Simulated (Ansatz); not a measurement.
# LaAlO3 under a change: Al vacancy, symmetric start

The parent structure is a 15-atom supercell of LaAlO$_{3}$ in the cubic perovskite structure (space group Pm-3m, No. 221; a = 3.812 Å) at its relaxed geometry.

Perturbation: one Al atom is removed, atoms relaxed at fixed cell.

Method: PBE (Ansatz, a quantum-chemistry and plane-wave program, PAW, without spin-orbit coupling). Settings: 4×5×5 k-points, 0.01 eV Fermi–Dirac smearing.

```json
{
  "pressure": "1.6 GPa (base 0.0 GPa)",
  "energy_gained_by_relaxation": "0.49 eV",
  "largest_displacement_of_a_host_atom_from_its_site_in_the_perfect_cell": "0.15 Å"
}
```

Final structure:

```
La3Al2O9
1.0
    3.81241    -3.81241    -3.81241
    0.00000     3.81241    -3.81241
    3.81241     0.00000     3.81241
La Al O
3 2 9
Direct
  0.97700   0.00000   0.00000
  0.68966   0.66667   0.33333
  0.33333   0.33333   0.66667
  0.48394   0.00000   0.00000
  0.18273   0.66667   0.33333
  0.66147   0.15860   0.31719
  0.33333   0.83333   0.66667
  0.00519   0.50807   0.01614
  0.00519   0.50807   0.49193
  0.66147   0.15860   0.84140
  0.33333   0.83333   0.16667
  0.00519   0.98386   0.49193
  0.66147   0.68281   0.84140
  0.33333   0.33333   0.16667
```

Cost of the whole job for the changed cell (relaxation, final SCF and bands): about 90 core-seconds (a rough figure).

Other magnetic orders, which the real material may have, were not ruled out. In so small a cell the defect repeats every few ångströms: this is an ordered compound, not a dilute defect. The mesh was chosen for an insulator and is coarse for the gapless case. The defect started on the symmetric site and kept its symmetry, so it may sit on a saddle. Many cubic perovskites are stable only at high temperature; tilts and polar distortions were not tested. The defect cell is spin-polarised and ends with 3.0 μB.
